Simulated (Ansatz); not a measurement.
Ni: which structure is lowest?

Level of theory: DFT, PBE, plane waves (420 eV) with PAW, scalar-relativistic in Ansatz 0.2.0.

Each structure is relaxed within its own symmetry, so a high-lying one may be dynamically unstable.

**Question.** Rank these structures of nickel by energy per atom, lowest first.
A. omega (AlB2-type)
B. fcc
C. dhcp
D. A15
E. hcp
F. simple cubic
G. diamond
H. bcc

**Answer.** B (0 meV/atom), C (13 meV/atom), E (27 meV/atom), H (99 meV/atom), A (127 meV/atom), D (143 meV/atom), F (710 meV/atom), G (1203 meV/atom).

```csv
structure,ΔE (meV/atom),V (Å³/atom),cell,magnetic state
fcc,0,10.90,a = 3.519 Å,"ferromagnetic, net 0.63 μB per atom"
dhcp,13,10.91,"a = 2.487 Å, c = 8.144 Å (c/a = 3.274)","ferromagnetic, net 0.65 μB per atom"
hcp,27,10.93,"a = 2.488 Å, c = 4.078 Å (c/a = 1.639)","ferromagnetic, net 0.65 μB per atom"
bcc,99,10.98,a = 2.801 Å,"ferromagnetic, net 0.56 μB per atom"
omega (AlB2-type),127,11.12,"a = 3.991 Å, c = 2.419 Å (c/a = 0.606)","ferromagnetic, net 0.64 μB per atom"
A15,143,11.14,a = 4.467 Å,"ferromagnetic, net 0.61 μB per atom"
simple cubic,710,12.62,a = 2.328 Å,"ferromagnetic, net 0.56 μB per atom"
diamond,1203,16.58,a = 5.100 Å,"ferromagnetic, net 0.80 μB per atom"
```

ΔE counts from fcc.

Differences under about 8 meV lie within the error of the k-point mesh.
